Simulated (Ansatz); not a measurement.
**A vibration from a frozen displacement in Al$_{3}$Cu$_{2}$**

These are results of DFT PBEsol, scalar-relativistic, plane waves, PAW in Ansatz, not measurements. The runs took a 420 eV cutoff, a Γ-centred 12×12×10 mesh and Gaussian smearing (0.15 eV). No spin polarisation. Energies are free energies at this smearing, counted from the undisturbed cell; pressure is positive in compression.

Zero of the scan (relaxed at this level; it needn't be the usual structure):

```xyz
5
Lattice="4.0986 0.0000 0.0000 -2.0493 3.5495 0.0000 0.0000 0.0000 4.9821" Properties=species:S:1:pos:R:3 pbc="T T T"
Al    0.0000    0.0000    0.0000
Al    0.0000    2.3663    1.7512
Al    2.0493    1.1832    3.2309
Cu    0.0000    2.3663    4.1964
Cu    2.0493    1.1832    0.7857
```

Atom 1 (Al) is moved by x along the Cartesian unit vector (0.707, 0.707, 0.000); the cell and all other atoms stay fixed. The cell's volume is 72.48 Å³; the moved atoms weigh 26.982 u together and the others 181.055 u. Some rows repeat others by symmetry and weren't run.

| x (Å) | ΔE (meV/cell) | total force on the moved atoms along the move (eV/Å) | pressure (GPa) |
| --- | --- | --- | --- |
| -0.2000 | 182.10 | 1.8587 | 1.2200 |
| -0.1667 | 125.71 | 1.5299 | 0.8416 |
| -0.1333 | 79.96 | 1.2108 | 0.5322 |
| -0.1000 | 44.82 | 0.9011 | 0.2936 |
| -0.0667 | 19.88 | 0.5976 | 0.1237 |
| -0.0333 | 4.95 | 0.2973 | 0.0217 |
| 0.0000 | 0.00 | 0.0000 | -0.0121 |
| 0.0333 | 4.95 | -0.2973 | 0.0217 |
| 0.0667 | 19.88 | -0.5976 | 0.1237 |
| 0.1000 | 44.82 | -0.9011 | 0.2936 |
| 0.1333 | 79.96 | -1.2108 | 0.5322 |
| 0.1667 | 125.71 | -1.5299 | 0.8416 |
| 0.2000 | 182.10 | -1.8587 | 1.2200 |

Q: What frequency belongs to this motion?

A: The force constant is k = −dF/dx = 8.927 eV/Å², from the parabola through x = -0.0333, 0 and 0.0333. In every cell the moved atoms swing against the rest, so the mass is μ = m₁m₂/(m₁ + m₂) = 23.482 u, and ν̃ = 521.5 cm⁻¹ × √(|k|/μ) = 322 cm⁻¹. The pattern needn't be a normal mode: ν̃² is then a weighted mean of the squared nonzero frequencies at the zone centre of this cell, so it lies between the lowest and the highest of them.

Q: How far does the harmonic law reach?

A: At x = -0.200 Å, kx²/2 = 178.54 meV against the computed 182.10 meV (+2.0 %): the well is still close to harmonic there.

Q: The pressure changes with x². What does that say about the frequency under compression?

A: With E = k(V)x²/2, k ∝ V^(−2γ) and x scaling with the cell as V^(1/3), P − P0 = −∂E/∂V = (2γ − 2/3) ΔE/V. At x = 0.0667 Å, V(P − P0) = 72.48 × 0.13577 / 160.2 eV = 61.42 meV and ΔE = 19.88 meV, so γ = 1/3 + V(P − P0)/(2ΔE) = 1.88. This is the Grüneisen parameter of the motion under uniform scaling of the cell: shrinking the cell evenly by 1 % in volume raises the frequency by about 1.88 %.

In a metal these slopes depend on the k mesh and the smearing.

The aluminium atom sits in a stiff, single well that steepens slightly at large displacement. Its nearest neighbours are copper atoms lying mostly sideways, so an in-plane move compresses some short Al–Cu contacts and stretches those opposite. Short-range repulsion, together with Al s,p–Cu hybridisation, probably supplies most of the restoring force, and the light moving atom helps to place the frequency as high as 322 cm⁻¹.

The atom lies on an inversion centre, which removes odd terms from the energy at fixed cell and leaves the weak hardening to quartic and higher even terms. The near-parabolic well therefore doesn't mean that anharmonicity is weak overall: the coupling between squared displacement and volume is itself a cubic effect, and γ = 1.88 shows that it is substantial. Compression shortens the Al–Cu contacts and stiffens them.

By symmetry the motion mixes only with odd-parity, in-plane optical modes, so the frequency constrains those alone. The positive curvature doesn't establish stability against other displacements or at other wavevectors.
